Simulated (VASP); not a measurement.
KBr, 2 atoms in the cell. The structure is cubic, space group Fm-3m (No. 225). The conventional cell has a = 6.589 Å, b = 6.589 Å, c = 6.589 Å, α = 90.00°, β = 90.00°, γ = 90.00°. K (site symmetry m-3m) is surrounded by 6 Br at 3.29 Å. Around Br (site symmetry m-3m) lie 6 K at 3.29 Å. The cell is a database's computed one.

- Program: VASP 6.6.1
- Task: relaxation of cell and atoms
- Functional: r2SCAN
- Potentials or basis: VASP PAW PBE potentials, release 64 (K_sv, Br)
- Cutoff: 600 eV
- k mesh: 7 × 7 × 7
- Occupations: gaussian, width 0.02 eV
- Spin: no spin polarisation
- Further INCAR settings: ALGO = Normal; EDIFF = 1e-07; IBRION = 2; EDIFFG = -0.01; NSW = 60; ISIF = 3

Potentials or basis: VASP PAW PBE potentials, release 64 (K_sv, Br).

The run is started by

```console
$ cat potpaw_PBE.64/K_sv/POTCAR potpaw_PBE.64/Br/POTCAR > POTCAR
$ mpirun -np 1 vasp_std > vasp.out
```

Hardware: 1 thread of AMD EPYC 9R45 96-Core Processor (Zen 5), on a shared host.

Question: How long does it take, and how much memory?

Answer: Wall time 3.8 min on 1 thread of AMD EPYC 9R45 96-Core Processor (Zen 5) (shared host), peak memory 0.25 GiB. Counts: scf iterations 47, k points 20, ion steps 3.
